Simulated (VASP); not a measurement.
# Mg (P6_3/mmc) in VASP: notebook

Aim: see how the results for Mg move with the level of theory and the settings. Levels: PBE, revPBE+D3(BJ). Tasks: single point.

Program: VASP 6.6.1. These are calculated values, not measurements. Logs are shortened: lines on timing, memory, paths and dates and some standing lists are left out, and cuts for length are marked.

### Step 1. Starting point

It takes space group P6_3/mmc (No. 194, hexagonal). Conventional cell: a = 3.209 Å, b = 3.209 Å, c = 5.210 Å, α = 90.00°, β = 90.00°, γ = 120.00°. Around Mg (site symmetry -6m2) lie 12 Mg at 3.20 to 3.21 Å.

### Step 2. Single point, PBE (volume scaled by 0.94)

File INCAR:

```
PREC = Accurate ; ENCUT = 520
EDIFF = 1E-7 ; ISMEAR = -1
SIGMA = 0.05 ; LREAL = False
LASPH = True ; NELM = 80
ALGO = Normal ; ISIF = 2
LWAVE = False ; LCHARG = True
GGA = PE ; LELF = True
LVHAR = True ; NBANDS = 9
```

File KPOINTS:

```
Automatic mesh
0
Gamma
  10 10 5
```

File POSCAR:

```
Mg
1.0
    3.1437856987      0.0000000000      0.0000000000
   -1.5718928494      2.7225982792      0.0000000000
    0.0000000000      0.0000000000      5.1039375022
Mg
2
Direct
    0.6666666667      0.3333333333      0.7500000000
    0.3333333333      0.6666666667      0.2500000000
```

Potentials or basis: VASP PAW PBE potentials, release 64 (Mg).

On the command line:

```bash
cat potpaw_PBE.64/Mg/POTCAR > POTCAR
mpirun -np 1 vasp_std > vasp.out
```

OUTCAR:

```text
PREC = Accurate
   ENCUT = 520
   EDIFF = 1E-7
   ISMEAR = -1
   LREAL = False
   LASPH = True
   NELM = 80
   ISIF = 2
   GGA = PE

 ion  position               nearest neighbor table
   1  0.667  0.333  0.750-   2 3.13   2 3.13   2 3.13   2 3.13   2 3.13   2 3.13
   2  0.333  0.667  0.250-   1 3.13   1 3.13   1 3.13   1 3.13   1 3.13   1 3.13

  LATTYP: Found a hexagonal cell.
 ALAT       =     3.1437856987
 C/A-ratio  =     1.6235004518

  Lattice vectors:

 A1 = (   3.1437856987,   0.0000000000,   0.0000000000)
 A2 = (  -1.5718928494,   2.7225982792,   0.0000000000)
 A3 = (   0.0000000000,   0.0000000000,   5.1039375022)

Analysis of symmetry for initial positions (statically):
=====================================================================
 Subroutine PRICEL returns:
 Original cell was already a primitive cell.

 Routine SETGRP: Setting up the symmetry group for a
 hexagonal supercell.

 Subroutine GETGRP returns: Found 24 space group operations
 (whereof 12 operations were pure point group operations)
 out of a pool of 24 trial point group operations.

The static configuration has the point symmetry D_3d.
 The point group associated with its full space group is D_6h.

Analysis of symmetry for dynamics (positions and initial velocities):
=====================================================================
 Subroutine PRICEL returns:
 Original cell was already a primitive cell.

 Routine SETGRP: Setting up the symmetry group for a
 hexagonal supercell.

 Subroutine GETGRP returns: Found 24 space group operations
 (whereof 12 operations were pure point group operations)
 out of a pool of 24 trial point group operations.

The dynamic configuration has the point symmetry D_3d.
 The point group associated with its full space group is D_6h.

 Subroutine INISYM returns: Found 24 space group operations
 (whereof 12 operations are pure point group operations),
 and found     1 'primitive' translations

----------------------------------------------------------------------------------------

                                     Primitive cell

  volume of cell :      43.6860

  direct lattice vectors                    reciprocal lattice vectors
     3.143785699  0.000000000  0.000000000     0.318087839  0.183648100  0.000000000
    -1.571892849  2.722598279  0.000000000     0.000000000  0.367296199  0.000000000
     0.000000000  0.000000000  5.103937502     0.000000000  0.000000000  0.195927164

  length of vectors
     3.143785699  3.143785699  5.103937502     0.367296199  0.367296199  0.195927164

  position of ions in fractional coordinates (direct lattice)
     0.666666667  0.333333333  0.750000000
     0.333333333  0.666666667  0.250000000

  ion indices of the primitive-cell ions
   primitive index   ion index
                 1           1
                 2           2

----------------------------------------------------------------------------------------

 KPOINTS: Automatic mesh

Automatic generation of k-mesh.
 Grid dimensions read from file:
 generate k-points for:   10   10    5

 Generating k-lattice:

  Cartesian coordinates                     Fractional coordinates (reciprocal lattice)
     0.031808784  0.018364810  0.000000000     0.100000000  0.000000000  0.000000000
     0.000000000  0.036729620  0.000000000     0.000000000  0.100000000  0.000000000
     0.000000000  0.000000000  0.039185433     0.000000000  0.000000000  0.200000000

  Length of vectors
     0.036729620  0.036729620  0.039185433

  Shift w.r.t. Gamma in fractional coordinates (k-lattice)
     0.000000000  0.000000000  0.000000000

 Subroutine IBZKPT returns following result:
 ===========================================

 Found     42 irreducible k-points:

 Following reciprocal coordinates:
            Coordinates               Weight
  0.000000  0.000000  0.000000      1.000000
  0.100000 -0.000000  0.000000      6.000000
  0.200000 -0.000000  0.000000      6.000000
  0.300000  0.000000  0.000000      6.000000
  0.400000  0.000000  0.000000      6.000000
  0.500000  0.000000  0.000000      3.000000
[... 16 lines left out ...]
  0.300000  0.100000  0.200000     24.000000
  0.400000  0.100000  0.200000     24.000000
 [... further k-points ...]
   k-points           NKPTS =     42   k-points in BZ     NKDIM =     42   number of bands    NBANDS=      9
   number of dos      NEDOS =    301   number of ions     NIONS =      2
   total plane-waves  NPLWV =  23040
   dimension x,y,z NGX =    24 NGY =   24 NGZ =   40
   dimension x,y,z NGXF=    48 NGYF=   48 NGZF=   80
   ions per type =               2
   NGX,Y,Z   is equivalent  to a cutoff of  12.69, 12.69, 13.03 a.u.
   NGXF,Y,Z  is equivalent  to a cutoff of  25.38, 25.38, 26.06 a.u.
 SYSTEM =  unknown system
   PREC   = accura    normal or accurate (medium, high low for compatibility)
   ISTART =      0    job   : 0-new  1-cont  2-samecut
   ICHARG =      2    charge: 1-file 2-atom 10-const
   ISPIN  =      1    spin polarized calculation?
   LNONCOLLINEAR =      F non collinear calculations
   LSORBIT =      F    spin-orbit coupling
   LASPH  =      T    aspherical Exc in radial PAW
   ENCUT  =  520.0 eV  38.22 Ry    6.18 a.u.   5.85  5.85  9.49*2*pi/ulx,y,z
   NELM   =     80;   NELMIN=  2; NELMDL= -5     # of ELM steps
   EDIFF  = 0.1E-06   stopping-criterion for ELM
   LREAL  =      F    real-space projection
   EDIFFG = 0.1E-05   stopping-criterion for IOM
   NSW    =      0    number of steps for IOM
   IBRION =     -1    ionic relax: 0-MD 1-quasi-New 2-CG
   NFREE  =      0    steps in history (QN), initial steepest desc. (CG)
   ISIF   =      2    stress and relaxation
   ISYM   =      2    0-nonsym 1-usesym 2-fastsym
   POTIM  = 0.5000    time-step for ionic-motion
   TEBEG  =    0.0;   TEEND  =   0.0 temperature during run
   PSTRESS=    0.0 pullay stress
   NELECT =       4.0000    total number of electrons
   NUPDOWN=      -1.0000    fix difference up-down
   EMIN   =  10.00;   EMAX   =-10.00  energy-range for DOS
   EFERMI =   0.00;   METHOD = LEGACY
   ISMEAR =    -1;   SIGMA  =   0.05  broadening in eV -4-tet -1-fermi 0-gaus
   EFERMI_NEDOS =   21; number of points for ismear=-14 and -15
   IALGO  =     38    algorithm
   IMIX   =      4    mixing-type and parameters
     AMIX     =   0.40;   BMIX     =  1.00
     AMIX_MAG =   1.60;   BMIX_MAG =  1.00
  volume/ion in A,a.u.               =      21.84       147.40
  Fermi-wavevector in a.u.,A,eV,Ry     =   0.737872  1.394375  7.407756  0.544455
  Thomas-Fermi vector in A             =   1.831658
   LORBIT       =      0    0 simple, 1 ext, 2 COOP (PROOUT), +10 PAW based schemes
   GGA     = PE    functional components
   LHFCALC =     F    Hartree Fock is set to
   AEXX    =    0.0000 exact exchange contribution
   IVDW    =     0    specifies the selected vdW correction
   LEPSILON=     F    determine dielectric tensor
   LRPA    =     F    only Hartree local field effects (RPA)
 non-spin polarized calculation
  energy-cutoff  :      520.00
  volume of cell :       43.69
 maximum number of plane-waves:      1189
 NGX is ok and might be reduce to    24
   NGX = 11   NGY = 11   NGZ = 19

 number of electron       4.0000000 magnetization

 Free energy of the ion-electron system (eV)
  ---------------------------------------------------
  ext. energy  EPLUGINS =         0.00000000
  ---------------------------------------------------
  free energy    TOTEN  =        -2.99534875 eV

  energy without entropy =       -2.98435990  energy(sigma->0) =       -2.98985433

 E-fermi :   2.9273     XC(G=0):  -8.6462

 val. band max:        2.8987819408   @ k =   0.4000   0.1000   0.4000
 cond. band min:       2.9387695293   @ k =   0.3000   0.3000   0.0000
 fundamental gap:      0.0399875885
 Fermi energy:         2.9272993741

 k-point     1 :       0.0000    0.0000    0.0000
  band No.  band energies     occupation
      1      -4.2504      2.00000
      2       1.1329      2.00000
      3       1.6589      2.00000
      4      14.1282      0.00000
      5      14.1282      0.00000
      6      14.3453      0.00000
      7      14.3453      0.00000
      8      15.0204      0.00000
      9      16.7879      0.00000

 k-point     2 :       0.1000   -0.0000    0.0000
  band No.  band energies     occupation
      1      -4.0470      2.00000
      2       1.3178      2.00000
      3       1.8554      2.00000
      4      11.2993      0.00000
      5      12.7248      0.00000
      6      13.5036      0.00000
      7      15.9609      0.00000
      8      15.9839      0.00000
      9      16.1043      0.00000

 k-point     3 :       0.2000   -0.0000    0.0000
  band No.  band energies     occupation
      1      -3.4393      2.00000
      2       1.8732      2.00000
      3       2.4315      1.99990
      4       8.2460      0.00000
      5      11.5481      0.00000
      6      11.9291      0.00000
      7      13.0606      0.00000
      8      14.4931      0.00000
      9      16.1285      0.00000

 k-point     4 :       0.3000    0.0000    0.0000
  band No.  band energies     occupation
      1      -2.4356      2.00000
      2       2.8005      1.85323
      3       3.2898      0.00142
      4       5.5673      0.00000
      5      10.2170      0.00000
      6      10.2784      0.00000
      7      10.7084      0.00000
      8      12.8179      0.00000
      9      15.1718      0.00000

 k-point     5 :       0.4000    0.0000    0.0000
  band No.  band energies     occupation
      1      -1.0495      2.00000
      2       2.7064      1.97619
      3       4.1006      0.00000
      4       5.0005      0.00000
      5       7.8508      0.00000
      6       8.3491      0.00000
      7      10.2058      0.00000
      8      11.8624      0.00000
      9      14.5893      0.00000

 k-point     6 :       0.5000    0.0000    0.0000
  band No.  band energies     occupation
      1       0.6685      2.00000
      2       0.7228      2.00000
      3       5.6351      0.00000
      4       5.9388      0.00000
      5       6.3231      0.00000
      6       6.7198      0.00000
      7      10.0384      0.00000
      8      11.5655      0.00000
      9      14.3942      0.00000
[... 169 lines left out ...]
 k-point    21 :       0.1000    0.1000    0.2000
  band No.  band energies     occupation
      1      -3.4113      2.00000
      2      -0.0328      2.00000
      3       4.3506      0.00000
      4       9.8586      0.00000
      5      10.2630      0.00000
      6      12.8591      0.00000
      7      13.1879      0.00000
      8      14.0242      0.00000
      9      15.8358      0.00000

 k-point    22 :       0.2000    0.1000    0.2000
  band No.  band energies     occupation
      1      -2.6077      2.00000
      2       0.7369      2.00000
      3       5.0139      0.00000
      4       7.1879      0.00000
      5       8.8996      0.00000
      6      10.4298      0.00000
      7      12.0806      0.00000
      8      14.0672      0.00000
      9      14.4568      0.00000

 k-point    23 :       0.3000    0.1000    0.2000
  band No.  band energies     occupation
      1      -1.4159      2.00000
      2       1.8591      2.00000
      3       4.3621      0.00000
      4       6.2998      0.00000
      5       7.3766      0.00000
      6       8.7050      0.00000
      7      11.2719      0.00000
      8      12.1701      0.00000
      9      14.1789      0.00000

 k-point    24 :       0.4000    0.1000    0.2000
  band No.  band energies     occupation
      1       0.1450      2.00000
      2       2.0039      2.00000
      3       3.5282      0.00001
      4       5.3112      0.00000
      5       7.2947      0.00000
      6       8.3906      0.00000
      7       9.9900      0.00000
      8      11.2292      0.00000
      9      13.8582      0.00000

 [... further k-points ...]

------------------------ aborting loop because EDIFF is reached ----------------------------------------

  FORCE on cell =-STRESS in cart. coord.  units (eV):
  Direction    XX          YY          ZZ          XY          YZ          ZX
  --------------------------------------------------------------------------------------
  -------------------------------------------------------------------------------------
  Total        0.4199715      0.4199715      0.7092866     -0.0000000      0.0000000      0.0000000
  in kB       15.4024056     15.4024056     26.0130037     -0.0000000      0.0000000      0.0000000
  external PRESSURE =      18.9392716 kB  Pullay stress =       0.0000000 kB

 VOLUME and BASIS-vectors are now :
 -----------------------------------------------------------------------------
  energy-cutoff  :      520.00
  volume of cell :       43.69
      direct lattice vectors                 reciprocal lattice vectors
     3.143785699  0.000000000  0.000000000     0.318087839  0.183648100  0.000000000
    -1.571892849  2.722598279  0.000000000     0.000000000  0.367296199  0.000000000
     0.000000000  0.000000000  5.103937502     0.000000000  0.000000000  0.195927164

 POSITION                                       TOTAL-FORCE (eV/Angst)
 -----------------------------------------------------------------------------------
      1.57189      0.90753      3.82795        -0.000000      0.000000      0.000000
     -0.00000      1.81507      1.27598         0.000000      0.000000      0.000000
 -----------------------------------------------------------------------------------
    total drift:                                0.000000     -0.000000      0.000000

  FREE ENERGIE OF THE ION-ELECTRON SYSTEM (eV)
  ---------------------------------------------------
  free  energy   TOTEN  =        -2.9953487519 eV

  energy  without entropy=       -2.9843599044  energy(sigma->0) =       -2.98985433
```

Run time: 12 s. Hardware: 1 thread of Intel Xeon Platinum 8375C at 2.90GHz (Ice Lake), shared host; peak memory 0.15 GiB.

What came out:

```
Free energy            : -2.9953 eV
Pressure               : 1.9 GPa
Band gap on the k mesh : none (metal or under the smearing width)
```

Levels at points of the mesh, in eV from the Fermi level:
| k point | band 1 | band 2 | band 3 | band 4 | band 5 | band 6 | band 7 |
| --- | --- | --- | --- | --- | --- | --- | --- |
| (0.00, 0.00, 0.00) | -7.18 | -1.79 | -1.27 | 11.20 | 11.20 | 11.42 | 11.42 |
| (0.50, 0.00, 0.00) | -2.26 | -2.20 | 2.71 | 3.01 | 3.40 | 3.79 | 7.11 |

### Step 3. Single point, PBE (volume scaled by 1.04)

File INCAR:

```
PREC     = Accurate       # precision mode
ENCUT    = 520            # plane-wave cutoff, eV
EDIFF    = 1E-6           # SCF threshold, eV
ISMEAR   = -1             # smearing method
SIGMA    = 0.05           # smearing width, eV
LREAL    = False          # projectors in reciprocal space
LASPH    = True           # aspherical terms in the spheres
NELM     = 100            # most SCF steps
ALGO     = Normal         # electronic algorithm
ISIF     = 2              # what is computed and relaxed
LWAVE    = False          # write WAVECAR
LCHARG   = False          # write CHGCAR
GGA      = PE             # functional
NBANDS   = 9              # bands
```

File KPOINTS:

```
regular mesh
0
Gamma
  10 10 5
```

File POSCAR:

```
Mg
1.0
    3.2515324747      0.0000000000      0.0000000000
   -1.6257662373      2.8159097243      0.0000000000
    0.0000000000      0.0000000000      5.2788644417
Mg
2
Direct
    0.6666666667      0.3333333333      0.7500000000
    0.3333333333      0.6666666667      0.2500000000
```

Potentials or basis: VASP PAW PBE potentials, release 64 (Mg).

On the command line:

```bash
cat potpaw_PBE.64/Mg/POTCAR > POTCAR
mpirun -np 1 vasp_std > vasp.out
```

It took 9.5 s on 1 thread of Intel Xeon Platinum 8375C at 2.90GHz (Ice Lake), shared host; peak memory 0.16 GiB.

The run converged. Its results:

* Free energy: -2.9934 eV
* Pressure: -1.7 GPa
* Band gap on the k mesh: none (metal or under the smearing width)

Stress tensor (GPa, compression positive):
```
-2.13  0.00  0.00
 0.00 -2.13  0.00
 0.00  0.00 -0.90
```

Levels at points of the mesh, in eV from the Fermi level:
```tsv
k point	band 1	band 2	band 3	band 4	band 5	band 6	band 7
(0.00, 0.00, 0.00)	-6.74	-1.62	-1.27	10.62	10.62	10.63	10.63
(0.50, 0.00, 0.00)	-2.12	-2.08	2.56	2.98	3.11	3.52	6.59
```

(Continued in part 2 of 2.)
